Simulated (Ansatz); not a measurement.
## What DFT gives for TiPbO3

```
CELL_PARAMETERS angstrom
3.91758 0.00000 0.00000
0.00000 3.91758 0.00000
0.00000 0.00000 8.33877
ATOMIC_POSITIONS crystal
Pb 0.00000 0.00000 0.00000
Pb 0.00000 0.00000 0.50000
Ti 0.50000 0.50000 0.26950
Ti 0.50000 0.50000 0.76950
O 0.50000 0.50000 0.05700
O 0.50000 0.50000 0.55700
O 0.50000 0.00000 0.30850
O 0.50000 0.00000 0.80850
O 0.00000 0.50000 0.30850
O 0.00000 0.50000 0.80850
```

The numbers come from plane-wave PAW DFT (Ansatz): r2SCAN, collinear spin, 500 eV, 6×6×3 Γ-centred k points, fermi-dirac occupations (width 0.0298 eV). Nothing was relaxed.

The state carries no moments; the state need not be the lowest.

**Question.** Which atom feels the largest force, and which way?

**Answer.** The largest is on Pb1 (and as large on other atoms): 0.12 eV/Å, components (0.00, 0.00, -0.12). It makes 51° with the line to a nearest neighbour, O8 at 2.53 Å.

**Question.** What does the stress say?

**Answer.** The pressure is -1.5 GPa (compression positive), so with the atoms held at these fractions the cell would first shrink. The principal stresses -1.9, -1.9, -0.6 GPa differ, so its shape would change too.

**Question.** Describe some of the short contacts.

**Answer.** Ti–O at 1.77 Å: least valence density 1.18 e/Å³ and ELF 0.29 there. Pb–O at 2.53 Å: least valence density 0.28 e/Å³ and ELF 0.14 there, a closed-shell (ionic or weak) contact. Both are smooth PAW fields, read partly inside the augmentation spheres.

**Question.** Metal or insulator? Give the gap.

**Answer.** The gap is 2.08 eV, indirect or between spins (the least direct gap found is 2.50 eV). A semilocal functional usually gives too small a gap.

**Question.** Is it stable against the elements?

**Answer.** -2.54 eV an atom against the elements' usual phases (free molecules for gases, crystals otherwise, with no correction for O₂ or N₂), so it is bound against them; other compounds may still compete. Relaxing would lower it.

Origin: a database entry at a rescaled volume. Caveats: the input typed no starting moments; no spin-orbit coupling, which can shift this gap by tenths of an eV.
